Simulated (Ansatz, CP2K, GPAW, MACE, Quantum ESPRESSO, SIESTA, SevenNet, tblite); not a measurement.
# Which run comes nearest? Generalised stacking fault on (110) of BePd (80 atoms)

The cell holds 80 atoms: 40 Be and 40 Pd. Its edges and angles: a = 5.626 Å, b = 7.956 Å, c = 19.892 Å, α = 90.0°, β = 89.3°, γ = 90.0°. It derives from BePd (CsCl-type). CsCl-type BePd (a = 2.813 Å), cell with z along [110], 2 x 2 x 5 periods; the third cell vector is tilted by 0.083 of [001] and lengthened by 0 Å, so the cell holds one fault; displaced by a Gaussian of 0.01 Å. Then every atom was moved at random, 0.02 Å r.m.s. a Cartesian component.

Geometry: as built.

The reference, a calculation:

- method: Kohn-Sham DFT, PBE, SSSP efficiency 1.3.0 pseudopotentials, plane waves (Quantum ESPRESSO 7.5); sssp-pbe-1.3.0-efficiency, cutoffs 45/360 Ry, Γ point
- r.m.s. force component: 0.202 eV/Å
- longest force: 0.6755 eV/Å
- pressure: 5.939 GPa
- time: 2.2 min on 4 MPI ranks of Arm Neoverse V1, shared host
- CPU time: 8.7 min

In doubt: a PseudoDojo file used here is known to give poor structures and forces (SIESTA), which bears on pressures, cells, forces and phonons.

Q: Estimate the differences from the reference, the CPU time and the memory of each run.
- SevenNet l3i5 potential (SevenNet l3i5; 1 thread)
- MACE MPA-0 medium potential (MACE MPA-0 medium; 1 thread)
- SIESTA PBE, SZ, shift 0.01 Ry, mesh 300 Ry (SIESTA 5.4.2; 1 thread)
- QE PBE, sssp-1.3.0-efficiency, 45/360 Ry, cg (Quantum ESPRESSO 7.5; 4 MPI ranks)
- MACE MP-0b2 small potential (MACE MP-0b2 small; 1 thread)
- SIESTA PBE, DZ, shift 0.01 Ry, mesh 300 Ry (SIESTA 5.4.2; 2 MPI ranks)
- CP2K PBE, DZVP-MOLOPT-SR, 600/50 Ry, diagonalisation (CP2K 2026.2; 4 MPI ranks)
- CP2K PBE, DZVP-MOLOPT-SR, 840/50 Ry, diagonalisation (CP2K 2026.2; 4 MPI ranks)
- tblite GFN1-xTB (tblite 0.8.0; 1 thread)

Differences are against the plane-wave reference, forces as r.m.s. over components; share is that over the reference's r.m.s. force, slope the least-squares factor from reference forces to these. Total energies of different programs have different zeros and aren't compared.

| run | Δ force, r.m.s. (meV/Å) | share (%) | slope | Δ pressure (GPa) | cores | CPU time | memory (GiB) |
| --- | --- | --- | --- | --- | --- | --- | --- |
| reference | - | - | - | - | 4 | 8.7 min | 2.2 |
| SevenNet l3i5 potential | 76.6 | 37.9 | 0.734 | -2.05 | 1 | 13 s | 1.9 |
| MACE MPA-0 medium potential | 90.0 | 44.6 | 0.959 | -1.97 | 1 | 9.2 s | 1.0 |
| SIESTA PBE, SZ, shift 0.01 Ry, mesh 300 Ry (coarse) | 219 | 109 | 1.493 | 56.7 | 1 | 76 s | 0.55 |
| QE PBE, sssp-1.3.0-efficiency, 45/360 Ry, cg | 0.286 | 0.142 | 1.000 | -0.018 | 4 | 38 min | 2.0 |
| MACE MP-0b2 small potential | 87.1 | 43.1 | 0.840 | -2.60 | 1 | 7.7 s | 0.68 |
| SIESTA PBE, DZ, shift 0.01 Ry, mesh 300 Ry (coarse) | 170 | 84.2 | 1.114 | 10.2 | 2 | 2.6 min | 0.85 |
| CP2K PBE, DZVP-MOLOPT-SR, 600/50 Ry, diagonalisation | 16.6 | 8.24 | 1.053 | 1.81 | 4 | 10 min | 4.7 |
| CP2K PBE, DZVP-MOLOPT-SR, 840/50 Ry, diagonalisation | 13.9 | 6.87 | 1.052 | 1.79 | 4 | 12 min | 6.3 |
| tblite GFN1-xTB | 64.2 | 31.8 | 0.791 | 14.3 | 1 | 8.6 s | 0.13 |

Rows marked coarse were listed beforehand as settings not expected to be converged; some can still land near the reference.

Times of the machine-learned potentials are mostly Python's start and the loading of weights.

CPU time is summed over cores on a shared host, where runs went side by side, so it is rough. Symmetry, cutoffs, thresholds, outputs and thread counts weren't matched or tuned between programs; memory under MPI is the largest rank's times the ranks.

With the reference's own potentials and cutoffs, another solver or threshold moves forces by 0.14 % (QE PBE, sssp-1.3.0-efficiency, 45/360 Ry, cg). The PBE runs in local orbitals, coarse settings apart, differ by 6.9 % (CP2K PBE, DZVP-MOLOPT-SR, 840/50 Ry, diagonalisation) to 8.2 % (CP2K PBE, DZVP-MOLOPT-SR, 600/50 Ry, diagonalisation); basis, grid and potentials can all enter. Tight binding differs by 32 % (tblite GFN1-xTB); it is another model, with fitted parameters of its own, and the xTB methods hold dispersion. Machine-learned potentials differ by 38 % (SevenNet l3i5 potential) to 45 % (MACE MPA-0 medium potential); they were trained on other programs' data. Among those trained on PBE data the slope goes as low as 0.73. Periodic xTB results under one method name differ between programs and library versions. Machine-learned potentials mimic data converged in k, so the reference's own k-point error enters their differences. The electronic-structure runs sample only Γ, in a cell whose shortest periodic width is 6 Å, which is coarse for a cell with partly filled levels.

[Hosts, paths, dates, database ids (printed as entryN), source tags and the programs' standing remarks are cut or masked in the printed files.]
